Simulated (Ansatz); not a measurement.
# TiO2: the cost of one run

Program: Ansatz 0.2.0. Level of theory: DFT r2SCAN+U, scalar-relativistic, plane waves, PAW. These are calculated values, not measurements.

## 1. The structure to begin with

The structure is monoclinic, space group C2/m (No. 12). Conventional cell: a = 12.307 Å, b = 3.767 Å, c = 6.616 Å, α = 90.00°, β = 106.95°, γ = 90.00°. Ti (site symmetry m) has 5 O at 1.78 to 2.03 Å in its first shell of neighbours. Around Ti (site symmetry m) lie 6 O at 1.86 to 2.16 Å. O (site symmetry m) has 3 Ti at 1.86 to 2.16 Å in its first shell of neighbours. Around O (site symmetry m) lie 3 Ti at 1.94 to 2.03 Å. Around O (site symmetry m) lie 2 Ti at 1.78 to 1.87 Å. O (site symmetry m) is surrounded by 3 Ti at 1.96 to 2.16 Å.

Structure file:

```cif
data_structure
_symmetry_space_group_name_H-M 'C2/m'
_symmetry_Int_Tables_number 12
_cell_length_a 12.3072
_cell_length_b 3.7669
_cell_length_c 6.6162
_cell_angle_alpha 90.000
_cell_angle_beta 106.945
_cell_angle_gamma 90.000
_cell_volume 293.41
loop_
_atom_site_label
_atom_site_type_symbol
_atom_site_symmetry_multiplicity
_atom_site_Wyckoff_symbol
_atom_site_fract_x
_atom_site_fract_y
_atom_site_fract_z
_atom_site_occupancy
Ti1 Ti 4 i 0.80471 0.00000 0.71624 1
Ti2 Ti 4 i 0.59993 0.50000 0.71040 1
O1 O 4 i 0.55835 0.50000 0.36998 1
O2 O 4 i 0.63807 0.00000 0.70660 1
O3 O 4 i 0.63281 0.50000 0.00471 1
O4 O 4 i 0.73651 0.00000 0.34750 1
```

The structure comes from the Materials Project (structure only).

(A quick probe on a coarse mesh, which set the mesh and smearing, is not shown.)

## 3. Full relaxation

The input, input.yaml:

```yaml
crystal:
  lattice:
    - [6.1535771931, -1.8834685, 0.0]
    - [6.1535771931, 1.8834685, 0.0]
    - [-1.9283261078, 0.0, 6.3289668713]
  atoms:
    - { symbol: Ti, position: [0.804714, 0.804714, 0.716238] }
    - { symbol: Ti, position: [0.099929, 0.099929, 0.710398] }
    - { symbol: Ti, position: [0.195286, 0.195286, 0.283762] }
    - { symbol: Ti, position: [0.900071, 0.900071, 0.289602] }
    - { symbol: O, position: [0.0583525, 0.0583525, 0.369979] }
    - { symbol: O, position: [0.638069, 0.638069, 0.706603] }
    - { symbol: O, position: [0.1328115, 0.1328115, 0.004709] }
    - { symbol: O, position: [0.9416475, 0.9416475, 0.630021] }
    - { symbol: O, position: [0.7365115, 0.7365115, 0.3475] }
    - { symbol: O, position: [0.8671885, 0.8671885, 0.995291] }
    - { symbol: O, position: [0.2634885, 0.2634885, 0.6525] }
    - { symbol: O, position: [0.361931, 0.361931, 0.293397] }
basis:
  ecutwfc: 500
kpoints:
  mp_grid: { grid: [6, 6, 4] }
hamiltonian:
  xc: r2scan
  hubbard: { sites: [{ species: Ti, l: d, u_eff: 4.0 }] }
scf:
  occupations: { method: gaussian, width: 0.02 }
output:
  forces: true
  stress: true
  eigenvalues: true
relax:
  adjacent_minimum: "off"
  f_tol: 0.005
  max_steps: 80
  cell: { stress_tol: 0.05 }
```

Run with:

```bash
$ ansatz run input.yaml --threads 2 --pin off --max-ram 5120MiB --backend cpu --events-out ev --progress --plain --runs-dir out
```

**Question.** How long does this run take on 2 threads of Oxide Virtual Turin-like (Zen 5), shared host, and how much memory does it need?

About 2.9 min, with a peak of 1.6 GiB.
